Q: I work with hafnia films, and I want a feel for what it costs to slide one part of a crystal over the other. What size of numbers should I carry in my head?

A: For a rigid slide of tetragonal HfO₂ on a (001) plane, along the short axis a, think of about 6 J/m² at the worst position and a resisting stress of about 60 GPa on the way there. Remember also that the start is very soft: the first tenth of the slide costs only about one hundredth of the top energy. These values come from density functional theory with the PBE functional, for atoms held stiffly in their places.

Rigid, unrelaxed slide of tetragonal HfO2 (P4_2/nmc, a = 3.604, c = 5.264 Å) along a on a (001) plane, one fault per 12-atom cell, energies relative to the undisturbed cell. Computed with Ansatz 0.2.0 (plane-wave PAW, scalar-relativistic, PBE, no spin polarisation) using a 420 eV cutoff, a Gamma-centred 6×6×2 k mesh and Gaussian smearing of 0.05 eV.

```
slip (fraction of the slip vector)  fault energy (mJ/m²)  shear traction (GPa (slope of the fault energy along the slip))  gap on mesh (eV)
                                 0                     0                                                             0.00             4.670
                               0.1                    73                                                             6.07             4.630
                               0.2                 669.9                                                            30.42             3.953
                               0.3                  2364                                                            61.62             3.430
                               0.4                  4676                                                            57.37             2.225
                               0.5                  5825                                                             0.00             1.625
```

Q: How do I read the columns?

A: The slip, which I call x, is the distance slid divided by b, the repeat length of 3.604 Å along the slide. The fault energy is the cost per area of the displaced plane. The shear traction is the slope of that energy along the slide, in other words the stress with which the crystal resists. The gap on mesh separates filled from empty electron states; it shrinks but stays open in every row, so we follow one insulating crystal from start to top.

At x = 1 the crystal has been restored, and by symmetry the way from 1 back to 1/2 looks like the way from 0 to 1/2. The energy curve must therefore be level at half slip, and the table shows that this level point is the summit. The traction vanishes there because the summit is level, and the smallest nudge would send the crystal down on either side.

Q: I remember a sine curve for this kind of problem. Can I not use that?

A: That is the Frenkel model, and its energy is that of a pendulum. Turn a rigid pendulum from hanging to upright, count a full turn as x = 1, and its energy follows

E = E_top sin²(πx)

where E_top is the energy at the summit. The comparison holds for what symmetry demands: a level start, a level summit and equal slopes on both sides.

It stops at the shape in between. A pendulum resists like a spring as soon as it leaves the bottom, and hafnia hardly does. With the summit set to the computed value, the pendulum curve gives 556 mJ/m² at x = 0.1, where the table has 73 mJ/m². That is more than seven times too much.

Q: Why does the crystal give way so easily at first?

A: Look at a hafnium atom at the edge of the cut. Across the cut it touches four oxygen atoms, two at 2.07 Å and two at 2.42 Å. The long contacts lie along the slide, one ahead and one behind, while the short ones lie at right angles to it. When the upper part moves, one long contact closes, the other recedes, and both short contacts open a little.

Ions that are pressed together repel each other with a force that rises steeply as they approach. The closing long contact therefore raises the repulsive energy by more than the receding one lowers it, while the opening short contacts bring it down; the attraction between the ions is left out here. In this picture the net rise from the long pair and the fall from the short pair are of similar size near the start and largely cancel. Later the short contacts are already relieved, the closing one keeps tightening, and the cost shoots up until the oxygen sits straight above the hafnium at 1.615 Å.

Q: Is that a story, or can you put it to the test?

A: One can test it in part. I gave every Hf–O contact across the cut a repulsion that decays exponentially with distance, added up the contacts, and subtracted the sum at the start. The strength and the decay length were fitted by least squares to the energies of all six rows; the decay length came out at 0.27 Å. This sum meets every slid row within 3 % of its computed energy, soft start included.

The forces offer a stiffer test, because they took no part in the fit. At the summit the sum predicts that the hafnium at the cut is pushed away from the plane with 22.9 eV/Å, and the electronic-structure calculation finds 19.4 eV/Å. The prediction is too high in every slid row, by 18 % at the summit and by more than half at x = 0.1. So contact repulsion can produce the shape, but the two constants also absorb the electrostatic forces between the ions and the contacts between oxygen atoms, which the sum leaves out. They should not be read as properties of a Hf–O bond.

Q: A sum of exponentials over all those contacts is too much for the back of an envelope. Is there something shorter?

A: Yes. Keep the pendulum's symmetry but allow one more wave, so that the energy contains a constant, cos(2πx) and cos(4πx). Three conditions then settle the three coefficients: the energy is zero at the start, it is E_top at half slip, and the curvature at the start is zero. The last condition idealises the near cancellation among the contacts. The result is

E = E_top (3 − 4 cos 2πx + cos 4πx) / 8 = E_top sin⁴(πx)

The square of the pendulum curve has become a fourth power, and only one number has to be known. Differentiating along the slide gives the traction:

τ = (4π E_top / b) sin³(πx) cos(πx)

I chose this form knowing that the computed start is soft, so its success describes this curve and is no blind prediction.

Q: Show me one row in full.

A: Take x = 0.2 and set E_top to the summit value of 5825 mJ/m². The angle πx is 36°, whose sine is 0.588. Squaring twice gives 0.119, and so

E = 0.1194 × 5825 mJ/m² = 695 mJ/m²

The table has 669.9 mJ/m², so the estimate is 4 % above the computed value. This row was not used to set E_top.

For the traction we need the factor in front, which is the same for all rows:

4π × 5.825 J/m² / (3.604 × 10⁻¹⁰ m) = 203 GPa

The cube of the sine is 0.203 and the cosine is 0.809, hence

τ = 203 GPa × 0.203 × 0.809 = 33 GPa

The computed traction is 30.42 GPa. The estimate is about 10 % high, which is the rule's largest relative error in the traction among the rows.

Q: And a second one, nearer to the steepest part?

A: At x = 0.3 the angle is 54°, with a sine of 0.809 and a cosine of 0.588. The same two steps give

E = 0.809⁴ × 5825 mJ/m² ≈ 2500 mJ/m²
τ = 203 GPa × 0.809³ × 0.588 ≈ 63 GPa

The table has 2364 mJ/m² and 61.62 GPa. The energy is about 6 % too high and the traction about 3 %. This row, too, played no part in setting E_top.

Q: What if I only want the largest stress on the way?

A: The rule puts it at one third of the slip vector, and its size is close to

τ_max ≈ 4 E_top / b

That makes about 65 GPa here, close to the largest traction among the rows, which is found at x = 0.3. The pendulum curve has π in place of the 4 and puts its maximum at one quarter. Its peak of 51 GPa is thus of the right size but comes too early, because a pendulum spreads the climb more evenly. In hafnia the soft start has to be made up for by a steeper middle.

Q: How far can I trust the rule over the whole range?

A: From x = 0.2 upwards it stays within 6 % of the computed energies, and the summit is exact because it was put in. At x = 0.1 it gives 53 mJ/m² instead of 73 mJ/m², which is 27 % too low. The tractions agree within 10 % at every row between start and summit. They are slopes of the same energy curve, so this confirms the shape without being separate evidence for the cause.

The failure at small slip is built in. Multiply the traction by the distance slid, divide by the energy, and you get the power with which the energy is growing at that point. At x = 0.1 the calculation gives 3.0 and the rule 3.9, whereas a simple spring has 2. The real cancellation is incomplete: some ordinary springiness remains, and the rule has thrown it away. Do not use it for a shear modulus, since it would return zero.

Q: Then may I tell my colleagues that tetragonal hafnia withstands 60 GPa of shear?

A: No. That is the resistance of a crystal whose atoms may not step aside. At the summit the hafnium is pushed away from the oxygen above it with nearly 20 eV/Å, almost exactly at right angles to the plane. If the two halves could separate a little, or the atoms shift, the energy would drop. Real crystals also slip by moving dislocations, which shift only a small part of the plane at a time and need far less stress.

The summit itself deserves some caution even as a rigid value. The closest contact there is much shorter than any in the undisturbed crystal, and the accuracy of the atomic datasets at such distances was not tested. The repeated faults also lie close enough together for hafnium atoms away from the cut to feel them. An error in the summit passes straight into every estimate, because the rule scales with that one number.

Q: Suppose I meet another plane or another oxide. What do I take along?

A: Take the geometry first and the formula second. Draw the contacts across the cut and ask which of them close and which open during the first small step. If long contacts close along the slide while short ones open beside it, the two effects oppose each other, and a soft start with a steep middle is the natural guess. If no short contacts open to offset the net rise from the long ones, expect a stiffer start. The pendulum curve may then be the better first try, though no such case was computed here.

Then find the energy at half slip from one good calculation, provided that half slip is the summit there too. The fourth power has been compared with a calculation only for this cut and this direction, so a second point near x = 0.2 is worth its cost. At that point the pendulum curve gives about a third of the summit energy and the fourth power about an eighth, so even a rough value tells you which of the two is nearer, or that neither fits.
